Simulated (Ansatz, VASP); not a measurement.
## Ge in VASP and in Ansatz

Contents of INCAR:

```
PREC     = Accurate       # precision mode
ENCUT    = 600            # plane-wave cutoff, eV
EDIFF    = 1E-6           # SCF threshold, eV
ISMEAR   = -1             # smearing method
SIGMA    = 0.05           # smearing width, eV
LREAL    = F              # projectors in reciprocal space
LASPH    = T              # aspherical terms in the spheres
NELM     = 60             # most SCF steps
ALGO     = Fast           # electronic algorithm
ISIF     = 3              # what is computed and relaxed
LWAVE    = F              # write WAVECAR
LCHARG   = F              # write CHGCAR
GGA      = RE             # functional
IBRION   = 2              # ionic algorithm
NSW      = 60             # ionic steps
EDIFFG   = -0.02          # ionic threshold
```

Contents of KPOINTS:

```
Automatic mesh
0
Gamma
  6 6 3
```

POSCAR

```
Ge
1.0
    3.9975858431      0.0000000000      0.0000000000
   -1.9987929216      3.4620108940      0.0000000000
    0.0000000000      0.0000000000      6.5993779500
Ge
4
Direct
    0.3333333333      0.6666666667      0.9370987500
    0.6666666667      0.3333333333      0.4370987500
    0.3333333333      0.6666666667      0.5629012500
    0.6666666667      0.3333333333      0.0629012500
```

File input.yaml:

```yaml
crystal:
  lattice:
    - [3.9975858431, 0.0, 0.0]
    - [-1.9987929216, 3.462010894, 0.0]
    - [0.0, 0.0, 6.59937795]
  atoms:
    - { symbol: Ge, position: [0.3333333333, 0.6666666667, 0.93709875] }
    - { symbol: Ge, position: [0.6666666667, 0.3333333333, 0.43709875] }
    - { symbol: Ge, position: [0.3333333333, 0.6666666667, 0.56290125] }
    - { symbol: Ge, position: [0.6666666667, 0.3333333333, 0.06290125] }
hamiltonian:
  xc: revpbe
  pseudopotentials: { kind: paw }
kpoints:
  mp_grid: { grid: [6, 6, 3] }
scf:
  occupations: { method: fermi_dirac, width: 0.05 }
output:
  forces: true
  stress: true
  eigenvalues: true
relax:
  f_tol: 0.01
  max_steps: 40
  cell: { stress_tol: 0.05 }
```

This isn't the form of Ge at room conditions, which is diamond.

Alike in both runs: task relaxation of cell and atoms; functional revPBE; k mesh 6 × 6 × 3; occupations fermi-dirac, width 0.05 eV; no spin polarisation.

```csv
,VASP,Ansatz
version,VASP 6.6.1,Ansatz 0.2.0
potentials or method,"VASP PAW PBE potentials, release 64 (Ge_d)",Ansatz PAW
plane-wave cutoff (eV),600,420
valence electrons in the cell,56,56
```

|  | VASP | Ansatz | Ansatz less VASP |
| --- | --- | --- | --- |
| gap on the k mesh at the Fermi level, each at its own relaxed structure (eV) | 0.23 | 0.22 | -0.018 |
| relaxed volume (Å³/atom) | 24.40 | 24.44 | +0.038 |
| relaxed cell length with the largest relative difference (Å) | 4.090 | 4.095 | +0.0048 |
| energy change over the relaxation (meV/atom) | -20 | -21 | -0.5 |

Caveats: the PAW data sets were made with another functional, which shifts forces and pressure a little (VASP); an odd mesh through Γ misses points on the zone boundary, where band edges often lie (VASP); odd divisions of the mesh miss points on the zone boundary, where band edges often lie, so the gap on the mesh can be too wide (Ansatz); the plane-wave basis is chosen anew once the cell has moved, so the energies of steps on either side of that aren't comparable (Ansatz); the PAW data sets come from PBE, with cores solved anew for the run's functional, which leaves a small shift of forces and pressure (Ansatz). Expect the measured gap to be larger: semilocal functionals such as revPBE lack the derivative discontinuity.
